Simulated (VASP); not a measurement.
# InP (F-43m) in VASP: further runs, part 2 of 2

VASP 6.6.1. Earlier steps stand in the parts before.

### 3 Elastic constants, LDA

The input, POSCAR:

```
InP
1.0
    0.0000000000      2.9305000000      2.9305000000
    2.9305000000      0.0000000000      2.9305000000
    2.9305000000      2.9305000000      0.0000000000
In P
1 1
Direct
    0.0000000000      0.0000000000      0.0000000000
    0.7500000000      0.7500000000      0.7500000000
```

The input, INCAR.step1:

```
ALGO     = Normal         # electronic algorithm
EDIFF    = 1E-8           # SCF threshold, eV
EDIFFG   = -0.002         # ionic threshold
ENCUT    = 600            # plane-wave cutoff, eV
GGA      = CA             # functional
IBRION   = 2              # ionic algorithm
ISIF     = 3              # what is computed and relaxed
ISMEAR   = -1             # smearing method
LASPH    = T              # aspherical terms in the spheres
LCHARG   = F              # write CHGCAR
LREAL    = F              # projectors in reciprocal space
LWAVE    = F              # write WAVECAR
NELM     = 100            # most SCF steps
NSW      = 40             # ionic steps
PREC     = Accurate       # precision mode
SIGMA    = 0.05           # smearing width, eV
```

The input, INCAR.step2:

```
ALGO     = Normal         # electronic algorithm
EDIFF    = 1E-8           # SCF threshold, eV
ENCUT    = 600            # plane-wave cutoff, eV
GGA      = CA             # functional
IBRION   = 6              # ionic algorithm
ISIF     = 3              # what is computed and relaxed
ISMEAR   = -1             # smearing method
LASPH    = T              # aspherical terms in the spheres
LCHARG   = F              # write CHGCAR
LREAL    = F              # projectors in reciprocal space
LWAVE    = F              # write WAVECAR
NELM     = 100            # most SCF steps
NFREE    = 2            
NSW      = 1              # ionic steps
POTIM    = 0.015          # step
PREC     = Accurate       # precision mode
SIGMA    = 0.05           # smearing width, eV
```

The input, KPOINTS:

```
k-points
0
Gamma
  6 6 6
```

Potentials or basis: VASP PAW LDA potentials, release 64 (In_d, P).

Started as:

```bash
cat potpaw_LDA.64/In_d/POTCAR potpaw_LDA.64/P/POTCAR > POTCAR
cp INCAR.step1 INCAR
mpirun -np 1 vasp_std > vasp.out
cp CONTCAR POSCAR
cp INCAR.step2 INCAR
mpirun -np 1 vasp_std > vasp.out
```

OUTCAR:

```text
EDIFF = 1E-8
   ENCUT = 600
   GGA = CA
   IBRION = 6
   ISIF = 3
   ISMEAR = -1
   LASPH = T
   LREAL = F
   NELM = 100
   NFREE = 2
   NSW = 1
   POTIM = 0.015
   PREC = Accurate

 ion  position               nearest neighbor table
   1  0.000  0.000  0.000-   2 2.52   2 2.52   2 2.52   2 2.52
   2  0.750  0.750  0.750-   1 2.52   1 2.52   1 2.52   1 2.52

  LATTYP: Found a face centered cubic cell.
 ALAT       =     5.8283828902

  Lattice vectors:

 A1 = (   0.0000000000,   2.9141914451,   2.9141914451)
 A2 = (   2.9141914451,   0.0000000000,   2.9141914451)
 A3 = (   2.9141914451,   2.9141914451,   0.0000000000)

Analysis of symmetry for initial positions (statically):
=====================================================================
 Subroutine PRICEL returns:
 Original cell was already a primitive cell.

 Routine SETGRP: Setting up the symmetry group for a
 face centered cubic supercell.

 Subroutine GETGRP returns: Found 24 space group operations
 (whereof 24 operations were pure point group operations)
 out of a pool of 48 trial point group operations.

The static configuration has the point symmetry T_d .

Analysis of symmetry for dynamics (positions and initial velocities):
=====================================================================
 Subroutine PRICEL returns:
 Original cell was already a primitive cell.

 Routine SETGRP: Setting up the symmetry group for a
 face centered cubic supercell.

 Subroutine GETGRP returns: Found 24 space group operations
 (whereof 24 operations were pure point group operations)
 out of a pool of 48 trial point group operations.

The dynamic configuration has the point symmetry T_d .

 Subroutine INISYM returns: Found 24 space group operations
 (whereof 24 operations are pure point group operations),
 and found     1 'primitive' translations

----------------------------------------------------------------------------------------

                                     Primitive cell

  volume of cell :      49.4976

  direct lattice vectors                    reciprocal lattice vectors
     0.000000000  2.914191445  2.914191445    -0.171574177  0.171574177  0.171574177
     2.914191445  0.000000000  2.914191445     0.171574177 -0.171574177  0.171574177
     2.914191445  2.914191445  0.000000000     0.171574177  0.171574177 -0.171574177

  length of vectors
     4.121289065  4.121289065  4.121289065     0.297175193  0.297175193  0.297175193

  position of ions in fractional coordinates (direct lattice)
     0.000000000  0.000000000  0.000000000
     0.750000000  0.750000000  0.750000000

  ion indices of the primitive-cell ions
[... 298 lines left out ...]
 number of electron      18.0000001 magnetization

 Free energy of the ion-electron system (eV)
  ---------------------------------------------------
  ext. energy  EPLUGINS =         0.00000000
  ---------------------------------------------------
  free energy    TOTEN  =        -9.65899261 eV

  energy without entropy =       -9.65896312  energy(sigma->0) =       -9.65897786

 E-fermi :   5.5321     XC(G=0):  -9.6814

 val. band max:        5.2308247949   @ k =   0.0000   0.0000   0.0000
 cond. band min:       5.8008541614   @ k =   0.0000   0.0000   0.0000
 fundamental gap:      0.5700293665
 Fermi energy:         5.5320895547

 k-point     1 :       0.0000    0.0000    0.0000
  band No.  band energies     occupation
      1      -9.0334      2.00000
      2      -9.0297      2.00000
      3      -9.0252      2.00000
      4      -8.8662      2.00000
      5      -8.8661      2.00000
      6      -6.4603      2.00000
      7       5.1737      1.99846
      8       5.2031      1.99723
      9       5.2308      1.99518
     10       5.8009      0.00922
     11       9.1423      0.00000
     12       9.1593      0.00000
     13       9.1781      0.00000
[... 354 lines left out ...]
  band No.  band energies     occupation
      1      -9.1643      2.00000
      2      -8.9804      2.00000
      3      -8.9646      2.00000
      4      -8.8720      2.00000
      5      -8.8480      2.00000
      6      -4.5229      2.00000
      7      -0.4690      2.00000
      8       2.9193      2.00000
      9       3.7704      2.00000
     10       7.6974      0.00000
     11       9.4976      0.00000
     12      10.8071      0.00000
     13      11.7045      0.00000

 [... further k-points ...]

------------------------ aborting loop because EDIFF is reached ----------------------------------------

  FORCE on cell =-STRESS in cart. coord.  units (eV):
  Direction    XX          YY          ZZ          XY          YZ          ZX
  --------------------------------------------------------------------------------------
  -------------------------------------------------------------------------------------
  Total       -0.0013736      0.0012264      0.0012264      0.0000000     -0.1236662      0.0000000
  in kB       -0.0444626      0.0396982      0.0396982      0.0000000     -4.0029241      0.0000000
  external PRESSURE =       0.0116446 kB  Pullay stress =       0.0000000 kB
[... 17 lines left out ...]
  FREE ENERGIE OF THE ION-ELECTRON SYSTEM (eV)
  ---------------------------------------------------
  free  energy   TOTEN  =        -9.6589926059 eV

  energy  without entropy=       -9.6589631171  energy(sigma->0) =       -9.65897786

 INTERNAL STRAIN TENSORS FROM STRAINED CELLS
 ============================================

 INTERNAL STRAIN TENSOR FOR ION    1 for displacements in x,y,z  (eV/Angst):
          X           Y           Z          XY          YZ          ZX
  --------------------------------------------------------------------------------
  x    -0.00000    -0.00000     0.00000     0.00000    -8.25911     0.00000
  y    -0.00000    -0.00000     0.00000    -0.00000     0.00000    -8.25993
  z    -0.00000     0.00000     0.00000    -8.25958     0.00000     0.00000

 INTERNAL STRAIN TENSORS FROM DISPLACED ATOMS
 ============================================

 INTERNAL STRAIN TENSOR FOR ION    1 for displacements in x,y,z  (eV/Angst):
          X           Y           Z          XY          YZ          ZX
  --------------------------------------------------------------------------------
  x     0.00000     0.00000     0.00000     0.00000    -8.26081     0.00000
  y     0.00000    -0.00000     0.00000     0.00000     0.00000    -8.26081
  z     0.00000     0.00000     0.00000    -8.26081     0.00000     0.00000

 INTERNAL STRAIN TENSOR FOR ION    2 for displacements in x,y,z  (eV/Angst):
          X           Y           Z          XY          YZ          ZX
  --------------------------------------------------------------------------------
  x    -0.00000    -0.00000    -0.00000     0.00000     8.24807     0.00000
  y    -0.00000    -0.00000    -0.00000     0.00000     0.00000     8.24807
  z    -0.00000    -0.00000    -0.00000     8.24807     0.00000     0.00000

 Eigenvectors and eigenvalues of the dynamical matrix
 ----------------------------------------------------

   1 f  =    9.079983 THz    57.051218 2PiTHz  302.875642 cm-1    37.551777 meV
             X         Y         Z           dx          dy          dz
      0.000000  0.000000  0.000000    -0.443387   -0.126110    0.000000
      4.371287  4.371287  4.371287     0.853561    0.242773    0.000000
[... 21 lines left out ...]
   6 f/i=    0.000502 THz     0.003153 2PiTHz    0.016741 cm-1     0.002076 meV
             X         Y         Z           dx          dy          dz
      0.000000  0.000000  0.000000    -0.045407    0.843345    0.272418
      4.371287  4.371287  4.371287    -0.023587    0.438080    0.141509

--------------------------------------------------------------------------------------------------------

 ELASTIC MODULI CONTR FROM IONIC RELAXATION (kBar)
 Direction    XX          YY          ZZ          XY          YZ          ZX
 --------------------------------------------------------------------------------
 XX          -0.0000     -0.0000     -0.0000      0.0000      0.0000      0.0000
 YY          -0.0000     -0.0000     -0.0000      0.0000      0.0000     -0.0000
 ZZ          -0.0000     -0.0000     -0.0000      0.0000      0.0000      0.0000
 XY           0.0000      0.0000      0.0000   -267.9935      0.0000      0.0000
 YZ           0.0000      0.0000      0.0000      0.0000   -267.9935     -0.0000
 ZX           0.0000     -0.0000      0.0000      0.0000     -0.0000   -267.9935
 --------------------------------------------------------------------------------

 TOTAL ELASTIC MODULI (kBar)
 Direction    XX          YY          ZZ          XY          YZ          ZX
 --------------------------------------------------------------------------------
 XX        1011.3917    567.9489    567.9489      0.0000      0.0000      0.0000
 YY         567.9489   1011.3917    567.9489      0.0000     -0.0000     -0.0000
 ZZ         567.9489    567.9489   1011.3917      0.0000      0.0000      0.0000
 XY           0.0000      0.0000      0.0000    457.2544      0.0000      0.0000
 YZ           0.0000     -0.0000      0.0000      0.0000    457.2544     -0.0000
 ZX           0.0000     -0.0000      0.0000      0.0000     -0.0000    457.2544
 --------------------------------------------------------------------------------
```

Wall time 21 min (1 thread of AMD EPYC, shared host); peak memory 0.21 GiB.

What came out:

* Relaxed volume: 24.75 Å³/atom
* Relaxed cell: a = 4.121 Å, b = 4.121 Å, c = 4.121 Å, α = 60.00°, β = 60.00°, γ = 60.00°
* Space group after relaxing (to 0.05 Å): F-43m (No. 216)
* Elastic constants C11, C12, C44: 101, 57, 46 GPa
* Voigt bulk modulus: 72 GPa
* Highest phonon frequency at Γ, LO-TO splitting left out: 303 cm⁻¹

The path:
```tsv
step	energy change (eV)	largest force (eV/Å)	pressure (GPa)	volume (Å³)
1	0.0000	0.0000	-1.15	50.33
2	-0.0020	0.0000	0.70	49.03
3	-0.0031	0.0000	0.00	49.50
```

Final structure:
```
In P
1.0
     0.00000    2.91419    2.91419
     2.91419    0.00000    2.91419
     2.91419    2.91419    0.00000
In P
1 1
Direct
  0.00000 0.00000 0.00000
  0.75000 0.75000 0.75000
```

Phonon frequencies in cm⁻¹ (negative: imaginary):
```tsv
q point	frequencies
(0.000, 0.000, 0.000)	0 0 0 303 303 303
```

Elastic tensor in Voigt notation (GPa, in the Cartesian axes of the cell as first typed):
```
101  57  57   0   0   0
 57 101  57   0   0   0
 57  57 101   0   0   0
  0   0   0  46   0   0
  0   0   0   0  46   0
  0   0   0   0   0  46
```

Clamped-ion elastic tensor (GPa):
```
101  57  57   0   0   0
 57 101  57   0   0   0
 57  57 101   0   0   0
  0   0   0  73   0   0
  0   0   0   0  73   0
  0   0   0   0   0  73
```

### 4 Born charges and dielectric tensor, LDA

The input, INCAR:

```
SYSTEM = InP
ALGO = Fast
EDIFF = 1E-8
ENCUT = 520
GGA = CA
IBRION = 8
ISIF = 2
ISMEAR = -1
LASPH = .True.
LCHARG = .False.
LEPSILON = .True.
LREAL = .False.
LWAVE = .False.
NELM = 100
PREC = Accurate
SIGMA = 0.05
```

The input, KPOINTS:

```
k-points
0
Gamma
  8 8 8
  0 0 0
```

POSCAR is that of step 3.

Potentials or basis: VASP PAW LDA potentials, release 64 (In_d, P).

Started as:

```bash
cat potpaw_LDA.64/In_d/POTCAR potpaw_LDA.64/P/POTCAR > POTCAR
mpirun -np 1 vasp_std > vasp.out
```

OUTCAR:

```text
SYSTEM = InP
   EDIFF = 1E-8
   ENCUT = 520
   GGA = CA
   IBRION = 8
   ISIF = 2
   ISMEAR = -1
   LASPH = .True.
   LEPSILON = .True.
   LREAL = .False.
   NELM = 100
   PREC = Accurate

 ion  position               nearest neighbor table
   1  0.000  0.000  0.000-   2 2.54   2 2.54   2 2.54   2 2.54
[... 717 lines left out ...]
      0.000000  0.000000  0.000000    -0.391236   -0.245219    0.000000
      4.395750  4.395750  4.395750     0.751589    0.471080    0.000000
[... 21 lines left out ...]
   6 f/i=    0.008112 THz     0.050968 2PiTHz    0.270580 cm-1     0.033548 meV
             X         Y         Z           dx          dy          dz
      0.000000  0.000000  0.000000     0.014226    0.547798   -0.697508
      4.395750  4.395750  4.395750     0.007405    0.285154   -0.363085

--------------------------------------------------------------------------------------------------------

 MACROSCOPIC STATIC DIELECTRIC TENSOR IONIC CONTRIBUTION
 ------------------------------------------------------
           3.185383    -0.000000    -0.000000
          -0.000000     3.185383    -0.000000
          -0.000000    -0.000000     3.185383
 ------------------------------------------------------

 ELASTIC MODULI CONTR FROM IONIC RELAXATION (kBar)
 Direction    XX          YY          ZZ          XY          YZ          ZX
 --------------------------------------------------------------------------------
 XX          -0.0000     -0.0000     -0.0000      0.0000      0.0000      0.0000
 YY          -0.0000     -0.0000     -0.0000      0.0000      0.0000     -0.0000
 ZZ          -0.0000     -0.0000     -0.0000      0.0000      0.0000      0.0000
 XY           0.0000      0.0000      0.0000   -213.6635      0.0000      0.0000
 YZ           0.0000      0.0000      0.0000      0.0000   -213.6635      0.0000
 ZX           0.0000     -0.0000      0.0000      0.0000      0.0000   -213.6635
 --------------------------------------------------------------------------------

 PIEZOELECTRIC TENSOR IONIC CONTR  for field in x, y, z        (C/m^2)
          XX          YY          ZZ          XY          YZ          ZX
  --------------------------------------------------------------------------------
  x     0.00000     0.00000     0.00000     0.00000    -0.77628     0.00000
  y     0.00000    -0.00000     0.00000     0.00000     0.00000    -0.77628
  z     0.00000     0.00000     0.00000    -0.77628     0.00000     0.00000
```

Wall time 21 min (1 thread of AMD EPYC, shared host); peak memory 0.27 GiB.

What came out:

```
Band gap on the k mesh                                  : 0.51 eV, direct
Electronic dielectric tensor (diagonal)                 : 21.55
Born charges (mean of the diagonal)                     : In +2.64; P -2.64 e
Highest phonon frequency at Γ, LO-TO splitting left out : 296 cm⁻¹
```

Phonon frequencies in cm⁻¹ (negative: imaginary):
| q point | frequencies |
| --- | --- |
| (0.000, 0.000, 0.000) | 0 0 0 296 296 296 |

Electronic dielectric tensor:
```
21.55  0.00  0.00
 0.00 21.55  0.00
 0.00  0.00 21.55
```

Born effective charge tensors (e):
atom 1, In
```
2.64 0.00 0.00
0.00 2.64 0.00
0.00 0.00 2.64
```
atom 2, P
```
-2.64  0.00  0.00
 0.00 -2.64  0.00
 0.00  0.00 -2.64
```

Caveat: the gap is small at this level, which inflates the dielectric constant; spin-orbit coupling is left out, which moves the levels of the heavy elements.

### 5 For comparison

An earlier run on the cell as given: functional PBEsol; potentials or basis VASP PAW PBE potentials, release 64 (In_d, P); cutoff 520 eV; k mesh 8 × 8 × 8; occupations fermi-dirac, width 0.05 eV; no spin polarisation.

* Pressure: 0.6 GPa
* Band gap on the k mesh: 0.61 eV, direct

### 6 Overview

```csv
task,level,potentials or basis,cell,k mesh,cutoff (eV),ions in elastic constants,ladder,gap on the mesh (eV)
phonons,LDA,"VASP PAW LDA potentials, release 64 (In_d, P)",relaxed,6 × 6 × 6,600,-,-,-
elastic constants,LDA,"VASP PAW LDA potentials, release 64 (In_d, P)",relaxed,6 × 6 × 6,600,relaxed,-,-
Born charges and dielectric tensor,LDA,"VASP PAW LDA potentials, release 64 (In_d, P)",as given,8 × 8 × 8,520,-,-,0.51
single point,PBEsol,"VASP PAW PBE potentials, release 64 (In_d, P)",as given,8 × 8 × 8,520,-,free,0.61
```

Alike in all rows: no spin polarisation; smearing fermi-dirac 0.05 eV.

Caveats: spin-orbit coupling is left out, which moves the levels of the heavy elements (some runs); the gap is small at this level, which inflates the dielectric constant (some runs); the PAW data sets were made with another functional, which shifts forces and pressure a little (some runs).

Absolute energies hang on the potentials; compare differences alone.

### 7 Against experiment

Step 4. Against the measured gap of InP, 1.4236 eV (direct; 1.6 K; a printed reference work, data compilation), the calculated 0.51 eV is off by -0.91 eV. Spin-orbit coupling on In is left out. The value is that of LDA, without temperature or zero-point motion. Semilocal functionals fall short of measured gaps as a rule. Measured high-frequency dielectric constant of InP: 9.61 (300 K; a printed reference work, textbook). This calculation gives 21.55 (+124.3 %). So large a miss can be the level of theory's own, or it may mean another phase, state or a wrong row.
